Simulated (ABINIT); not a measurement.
Runs of ABINIT 10.8.3 (patched build) on MgS. Symmetry: F-43m, No. 216, cubic system. Conventional cell: a = 5.666 Å, b = 5.666 Å, c = 5.666 Å, α = 90.00°, β = 90.00°, γ = 90.00°. Around S (site symmetry -43m) lie 4 Mg at 2.45 Å. Mg (site symmetry -43m) is surrounded by 4 S at 2.45 Å. The cell comes from a database or a generator and needn't be the stable form of this composition.

```csv
task,level,potentials or basis,cutoff (eV),fine-grid cutoff,gap on the mesh (eV),pressure (GPa),V0 of scaled cells (Å³/atom),B0 (GPa)
equation of state,PBEsol,JTH PAW PBE v2.0,544,1088.46 eV,-,-,22.60,57
band structure,TB-mBJ,JTH PAW LDA v2.0,653,1251.72 eV,5.17,-,-,-
band structure,LDA,JTH PAW LDA v2.0,544,1088.46 eV,(b),-2.2,-,-
band structure,r2SCAN,JTH PAW PBE v2.0,653,1251.72 eV,4.12,0.1,-,-
band structure,PBEsol,JTH PAW PBE v2.0,544,1088.46 eV,3.28,-0.5,-,-
equation of state,LDA,JTH PAW LDA v2.0,544,1088.46 eV,-,-,21.93,(a)
```

Alike in all rows: no spin polarisation; cell as given; k mesh 8 × 8 × 8; smearing fermi-dirac 0.05 eV.

Problem. Fill in the values left out.

Solution. (a) 60; (b) 3.17.

Caveats: the PAW data sets were made with another functional, which shifts forces and pressure a little (some runs); pressures at fixed basis lie under the slope of the energies (some runs); the constant c of TB-mBJ comes from the pseudo density here, which moves gaps by up to 0.3 eV between sets of potentials (some runs).

Runs at the PBE level aren't shown here.
